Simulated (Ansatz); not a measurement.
**GaN: response to strain**

Aim: deform GaN (equal xx and yy strain of +3 %) and compute stress, forces and field gradients with LAPW, PAW and all-electron datasets made for the crystal.

Computed with Ansatz 0.2.0 (DFT PBE, scalar-relativistic, unless a step's input says otherwise).

## 1. Starting point

The structure is cubic, space group Fm-3m (No. 225). Conventional cell: a = 3.985 Å, b = 3.985 Å, c = 3.985 Å, α = 90.00°, β = 90.00°, γ = 90.00°. Around Ga (site symmetry m-3m) lie 6 N at 1.99 Å. N (site symmetry m-3m) is surrounded by 6 Ga at 1.99 Å.

As a file:

```cif
data_structure
_symmetry_space_group_name_H-M 'Fm-3m'
_symmetry_Int_Tables_number 225
_cell_length_a 3.9850
_cell_length_b 3.9850
_cell_length_c 3.9850
_cell_angle_alpha 90.000
_cell_angle_beta 90.000
_cell_angle_gamma 90.000
_cell_volume 63.28
loop_
_atom_site_label
_atom_site_type_symbol
_atom_site_symmetry_multiplicity
_atom_site_Wyckoff_symbol
_atom_site_fract_x
_atom_site_fract_y
_atom_site_fract_z
_atom_site_occupancy
Ga1 Ga 4 b 0.50000 0.00000 0.00000 1
N1 N 4 a 0.00000 0.00000 0.00000 1
```

The file gives the conventional cell by its symmetry; the runs use the cell typed in the input.

Atoms are numbered in the order of the input: Ga1, N2.

## 2. The deformed structure

Space group Fm-3m before, I4/mmm after.

## 3. LAPW, all electrons

The input, input.yaml:

```yaml
crystal:
  lattice:
    - [0.0, 2.052275, 1.9925]
    - [2.052275, 0.0, 1.9925]
    - [2.052275, 2.052275, 0.0]
  atoms:
    - { symbol: Ga, position: [0.5, 0.5, 0.5] }
    - { symbol: "N", position: [0.0, 0.0, 0.0] }
kpoints:
  mp_grid: { grid: [13, 13, 13] }
  band_path:
    path:
      - [0.0, 0.0, 0.0]
      - [0.0, 0.5, 0.5]
      - [0.25, 0.75, 0.5]
      - [0.0, 0.5, 0.0]
      - [0.0, 0.0, 0.0]
      - [0.5, 0.5, 0.0]
      - [0.3826125, 0.6173875, 0.0]
      - [-0.3826125, 0.3826125, 0.0]
      - [0.0, 0.0, 0.0]
    npoints: 5
scf:
  occupations: { method: fermi_dirac, width: 0.02 }
hamiltonian:
  xc: pbe
  pseudopotentials: { kind: all_electron, lapw: { basis_error: 0.001 } }
output:
  forces: true
  stress: true
  eigenvalues: true
```

Started as:

```sh
$ ansatz run input.yaml --threads 1 --pin off --max-ram 3072MiB --backend cpu --events-out ev --progress --plain --runs-dir out
```

Standard output, cut to the lines that bear on the results:

```text
LAPW: plane waves up to 10.288 Å⁻¹, error target 1.0e-3 eV per atom; small_component_spin mean_spin; N in spheres of 0.877 Å, 7 of its electrons in bands, Dirac shells []; Ga in spheres of 1.115 Å, 21 of its electrons in bands, Dirac shells []
[...]
Pseudopotentials: kind: all_electron
Pseudopotential: Ga, LAPW, valence charge 21, Koelling and Harmon's equation, gaussian nucleus
Pseudopotential: N, LAPW, valence charge 7, Koelling and Harmon's equation, gaussian nucleus
Functional definition: PBE
[...]
Crystal: 2 atoms, lattice volume = 16.784 Å³
Basis set: ecut = 403.2338516473999 eV, 323 PW (Γ), exchange–correlation at level 2
Bands: 18, of which v1, the nominal top of the filled ones, is band 14 counted from 1 (13 counted from 0)
Symmetry: 16 space group operations
Space group: I4/mmm (ITA 139), of the structure as read, at distance tolerance 2.6e-5 Å
k-points: 196 of 2197
[...]
SCF iter   1: F=—  HF=-54391.567191 eV  |F-HF|=—  |Δ(HF+E_count)|=         —  Δρ=1.55e-1  dr2=4.32e0  ethr=1.54e-2  ⟨swp⟩=2.0  Hψ=22791  notcnv=0
[...]
the basis was enlarged: its passes take 151.3 KiB over the memory plan, 1 of 1 planned eigensolver slots
[...]
SCF iter   7: F=-54389.595175 eV  HF=-54389.595175 eV  |F-HF|=1.48e-8  |Δ(HF+E_count)|=   1.26e-6  Δρ=1.90e-5  dr2=2.72e-8  ethr=6.54e-9  ⟨swp⟩=3.0  Hψ=10158  notcnv=0
[...]
NSCF: frozen V_eff on 41 k-points
SCF converged after 7 iterations
Free energy (F): -54389.595175 eV
[...]
E sigma→0 (E₀):  -54389.595175 eV
Fermi energy:    18.460101 eV
[...]
--- Forces (eV/Å), atoms counted from 1 ---
  atom   1  Ga     0.00000000    -0.00000000    -0.00000000
  atom   2  N     -0.00000000     0.00000000     0.00000000
[...]
--- Stress (GPa, compression-positive) ---
       39.710416      -0.000000       0.000000
       -0.000000      39.710416       0.000000
        0.000000       0.000000      51.465778
  P = ⅓ Tr σ = 43.6289 GPa (436.289 kbar)
--- Band table (eV; the first three rows and the last of 196) ---
  k-point 0: bands = ["-357.2238", "-124.9554", "-75.7152", "-75.7152", "-75.6860", "-0.7675", "3.6895", "3.6895", "3.7172", "3.8048", "3.8509", "16.9331", "17.2155", "17.2155", "21.4684", "33.0003", "33.0003", "33.2345"]
[...]
```

Run time: 29 s. Hardware: 1 thread of Arm Neoverse V1, shared host; peak memory 0.55 GiB.

Result: pressure 43.63 GPa; gap 1.15 eV.

## 4. PAW with frozen cores

The input, input.yaml:

```yaml
crystal:
  lattice:
    - [0.0, 2.052275, 1.9925]
    - [2.052275, 0.0, 1.9925]
    - [2.052275, 2.052275, 0.0]
  atoms:
    - { symbol: Ga, position: [0.5, 0.5, 0.5] }
    - { symbol: "N", position: [0.0, 0.0, 0.0] }
kpoints:
  mp_grid: { grid: [13, 13, 13] }
scf:
  occupations: { method: fermi_dirac, width: 0.02 }
hamiltonian:
  xc: pbe
  pseudopotentials: { kind: paw }
output:
  forces: true
  stress: true
  eigenvalues: true
  efg: { contact_densities: true }
```

Started as:

```sh
$ ansatz run input.yaml --threads 1 --pin off --max-ram 3072MiB --backend cpu --events-out ev --progress --plain --runs-dir out
```

Standard output, cut to the lines that bear on the results:

```text
[...]
Pseudopotentials: kind: paw
Pseudopotential: Ga, paw, valence charge 13, recommended cutoff 420 eV (normal)
Pseudopotential: N, paw, valence charge 5, recommended cutoff 420 eV (normal)
Functional definition: PBE
[...]
Crystal: 2 atoms, lattice volume = 16.784 Å³
Basis set: ecut = 420 eV, 331 PW (Γ), exchange–correlation on 40×40×40 points (8 copies of the dense FFT grid, shifted against one another)
Bands: 13, of which v1, the nominal top of the filled ones, is band 9 counted from 1 (8 counted from 0)
Symmetry: 16 space group operations
Space group: I4/mmm (ITA 139), of the structure as read, at distance tolerance 2.6e-5 Å
k-points: 196 of 2197
[...]
SCF iter   1: F=—  HF=-4166.639267 eV  |F-HF|=—  |Δ(HF+E_count)|=         —  Δρ=2.78e-3  dr2=9.01e-4  ethr=1.77e-3  ⟨swp⟩=4.6  Hψ=13162  notcnv=0
[...]
Fermi energy:    16.062063 eV
[...]
--- Forces (eV/Å), atoms counted from 1 ---
  atom   1  Ga     0.00000000    -0.00000000    -0.00000000
  atom   2  N      0.00000000     0.00000000     0.00000000
[...]
--- Stress (GPa, compression-positive) ---
       39.674044       0.000000       0.000000
        0.000000      39.674044      -0.000000
        0.000000      -0.000000      51.481030
  P = ⅓ Tr σ = 43.6097 GPa (436.097 kbar)
--- PAW observables at the nuclei: V_zz in 10²¹ V/m², potentials from the cell's mean, atoms counted from 1 ---
  atom   1  Ga V_zz =    -2.916570   η = 0.0000   by run symmetry: allowed
            electrostatic potential = -4140.346628 V   contact ρ = 187389.415792 e/Å³
  atom   2  N  V_zz =    +0.164172   η = 0.0000   by run symmetry: allowed
            electrostatic potential = -524.602184 V   contact ρ = 1414.217908 e/Å³
--- Band table (eV; the first three rows and the last of 196) ---
  k-point 0: bands = ["-3.1658", "1.3112", "1.3112", "1.3377", "1.4243", "1.4720", "14.5313", "14.8132", "14.8132", "19.0474", "30.6154", "30.6154", "30.8483"]
[...]
```

It took 3.8 s on 1 thread of Arm Neoverse V1, shared host; peak memory 0.36 GiB.

In short: pressure 43.61 GPa; gap on the k mesh 1.27 eV (an odd mesh misses the zone boundary); Vzz Ga1 -2.92 (η = 0.00), N2 0.16 (η = 0.00) (10²¹ V/m²).

## 5. All-electron PAW on datasets made for the crystal

input.yaml, as its differences from that of step 4:

```diff
@@ -14,3 +14,3 @@
   xc: pbe
-  pseudopotentials: { kind: paw }
+  pseudopotentials: { kind: all_electron, datasets: crystal }
 output:
```

Started as:

```sh
$ ansatz run input.yaml --threads 1 --pin off --max-ram 3072MiB --backend cpu --events-out ev --progress --plain --runs-dir out
```

Standard output, cut to the lines that bear on the results:

```text
[...]
Pseudopotentials: kind: all_electron
Pseudopotential: Ga, paw, valence charge 21, recommended cutoff 460 eV (normal), Koelling and Harmon's equation, gaussian nucleus
Pseudopotential: N, paw, valence charge 5, recommended cutoff 460 eV (normal), Koelling and Harmon's equation, gaussian nucleus
Functional definition: PBE
[...]
Crystal: 2 atoms, lattice volume = 16.784 Å³
Basis set: ecut = 460 eV, 363 PW (Γ), exchange–correlation on 48×48×48 points (8 copies of the dense FFT grid, shifted against one another)
Bands: 13, of which v1, the nominal top of the filled ones, is band 9 counted from 1 (8 counted from 0)
Symmetry: 16 space group operations
Space group: I4/mmm (ITA 139), of the structure as read, at distance tolerance 2.6e-5 Å
k-points: 196 of 2197
[...]
  atom   1  Ga     0.00000000    -0.00000000    -0.00000000
  atom   2  N     -0.00000000     0.00000000     0.00000000
[...]
--- Stress (GPa, compression-positive) ---
       39.707809      -0.000000       0.000000
       -0.000000      39.707809       0.000000
        0.000000       0.000000      51.458652
  P = ⅓ Tr σ = 43.6248 GPa (436.248 kbar)
  It holds what live shells' own plane waves past their cutoff add
--- PAW observables at the nuclei: V_zz in 10²¹ V/m², potentials from the cell's mean, atoms counted from 1 ---
  atom   1  Ga V_zz =    -2.927480   η = 0.0000   by run symmetry: allowed
            electrostatic potential = -4140.073169 V   contact ρ = 187459.040279 e/Å³
  atom   2  N  V_zz =    +0.151702   η = 0.0000   by run symmetry: allowed
            electrostatic potential = -524.617012 V   contact ρ = 1414.460314 e/Å³
--- Band table (eV; the first three rows and the last of 196) ---
  k-point 0: bands = ["-0.7675", "3.6894", "3.6894", "3.7178", "3.8053", "3.8504", "16.9330", "17.2155", "17.2155", "21.4685", "33.0004"]
[...]
```

It took 17 s on 1 thread of Arm Neoverse V1, shared host; peak memory 0.66 GiB.

Read from it: pressure 43.62 GPa; gap on the k mesh 1.27 eV (an odd mesh misses the zone boundary); Vzz Ga1 -2.93 (η = 0.00), N2 0.15 (η = 0.00) (10²¹ V/m²).

## 6. Side by side

Stress (GPa, compression positive):

| method | xx | yy | zz | yz | xz | xy |
| --- | --- | --- | --- | --- | --- | --- |
| LAPW | 39.71 | 39.71 | 51.47 | 0.00 | 0.00 | 0.00 |
| PAW | 39.67 | 39.67 | 51.48 | 0.00 | 0.00 | 0.00 |
| crystal datasets | 39.71 | 39.71 | 51.46 | 0.00 | 0.00 | 0.00 |

```
          method  pressure (GPa)  gap on the k mesh (eV)  Vzz Ga1 (10²¹ V/m²)  Vzz N2 (10²¹ V/m²)  SCF cycles, all passes
            LAPW           43.63                    1.27                    –                   –                       7
             PAW           43.61                    1.27                -2.92                0.16                       6
crystal datasets           43.62                    1.27                -2.93                0.15                       8
```

## 7. Outcome

| quantity | value |
| --- | --- |
| pressure | LAPW 43.63, PAW 43.61, crystal datasets 43.62 GPa |
| largest shear or deviatoric stress (LAPW) | 7.84 GPa |

**Reading.** The largest part of the stress beyond the pressure is 7.84 GPa in size, in the zz component; the atoms are carried along and not relaxed. No run of the undeformed cell stands beside it, so the pressure holds what the given cell had before the change. PAW: stress within 0.04 GPa of LAPW. Crystal datasets: stress within 0.01 GPa of LAPW.
